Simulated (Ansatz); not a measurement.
# GaS, a known structure type with other elements, at an estimated volume

```
Ga S
1.0
     3.59289    0.00000    0.00000
    -1.79645    3.11154    0.00000
     0.00000    0.00000   15.28467
Ga S
4 4
Cartesian
  0.0000 2.0744 2.7054
  1.7964 1.0372 10.3477
  0.0000 2.0744 4.9369
  1.7964 1.0372 12.5793
  0.0000 2.0744 9.1708
  1.7964 1.0372 1.5285
  0.0000 2.0744 13.7562
  1.7964 1.0372 6.1139
```

The numbers come from plane-wave PAW DFT (Ansatz): r2SCAN, no spin polarisation, 500 eV, 8×8×2 Γ-centred k points, fermi-dirac occupations (width 0.012 eV). Nothing was relaxed.

Task: Is the cell too large or too small?

Result: The pressure is 0.2 GPa (compression positive), so with the atoms held at these fractions the cell is close to zero pressure; the forces are large, so a full relaxation may end otherwise. The principal stresses -2.5, -2.5, 5.5 GPa differ, so its shape would change too.

Task: What is the formation energy?

Result: -0.70 eV an atom against the elements' usual phases (free molecules for gases, crystals otherwise, with no correction for O₂ or N₂), so it is bound against them; other compounds may still compete. Relaxing would lower it.

Task: Which element gives electrons and which takes them?

Result: Bader charges in e: Ga +0.86, S -0.86. In the mean Ga gives up most and S takes most.

Task: Metal or insulator? Give the gap.

Result: The gap is 1.72 eV, indirect (the least direct gap found is 2.50 eV). A semilocal functional usually gives too small a gap.

Origin: a known structure type with other elements, at an estimated volume, so it need not be a known compound. Caveats: atoms or cell far from equilibrium.
